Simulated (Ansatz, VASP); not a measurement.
# One calculation of Zn, two programs

POSCAR

```
Zn
1.0
    3.6151095483      0.0000000000      0.0000000000
   -1.8075547742      3.1307767064      0.0000000000
    0.0000000000      0.0000000000      4.1014627979
Zn
3
Direct
    0.2254000000      0.0000000000      0.3333333333
    0.0000000000      0.2254000000      0.6666666667
    0.7746000000      0.7746000000      0.0000000000
```

The input INCAR.step1:

```
SYSTEM = Zn
PREC = Accurate
ENCUT = 520
ISMEAR = 0
SIGMA = 0.1
LREAL = .FALSE.
LASPH = .TRUE.
NELM = 80
NBANDS = 25
GGA = PE
ALGO = Normal
EDIFF = 1E-4
LWAVE = .TRUE.
LCHARG = .FALSE.
```

Contents of INCAR.step2:

```
SYSTEM = Zn
PREC = Accurate
ENCUT = 520
EDIFF = 1E-7
ISMEAR = 0
SIGMA = 0.1
LREAL = .FALSE.
LASPH = .TRUE.
NELM = 80
ALGO = Normal
ISIF = 2
LWAVE = .FALSE.
LCHARG = .FALSE.
METAGGA = R2SCAN
LMIXTAU = .TRUE.
NBANDS = 25
ISTART = 1
```

Contents of KPOINTS:

```
Automatic mesh
0
G
  6 6 4
  0 0 0
```

Input for Ansatz:

```yaml
crystal:
  lattice:
    - [3.6151095483, 0.0, 0.0]
    - [-1.8075547742, 3.1307767064, 0.0]
    - [0.0, 0.0, 4.1014627979]
  atoms:
    - { symbol: Zn, position: [0.2254, 0.0, 0.3333333333] }
    - { symbol: Zn, position: [0.0, 0.2254, 0.6666666667] }
    - { symbol: Zn, position: [0.7746, 0.7746, 0.0] }
basis:
  ecutwfc: 500
kpoints:
  mp_grid: { grid: [6, 6, 4] }
hamiltonian:
  xc: r2scan
scf:
  occupations: { method: gaussian, width: 0.1 }
  lower_state_search: "off"
output:
  forces: true
  stress: true
  eigenvalues: true
```

Alike in both runs: task single point; functional r2SCAN; k mesh 6 × 6 × 4; occupations gaussian, width 0.1 eV; no spin polarisation.

|  | VASP | Ansatz |
| --- | --- | --- |
| version | VASP 6.6.1 | Ansatz 0.2.0 |
| potentials or method | VASP PAW PBE potentials, release 64 (Zn) | scalar-relativistic, plane waves, PAW |
| plane-wave cutoff (eV) | 520 | 500 |
| valence electrons in the cell | 36 | 36 |

Ansatz gave:

* gap on the k mesh at the Fermi level (eV): none
* rms of the force components (eV/Å): 4.446

Problem. Which values does VASP return?

Solution. gap on the k mesh at the Fermi level (eV): none; rms of the force components (eV/Å): 4.598.

Atom by atom the forces differ by 0.152 eV/Å (rms over components). A gap of «none» marks a metal or a gap that the smearing closes.

Caveats: the k mesh is coarse (spacing up to 0.38 Å⁻¹), so the values aren't converged; the PAW data sets were made with another functional, which shifts forces and pressure a little (VASP).
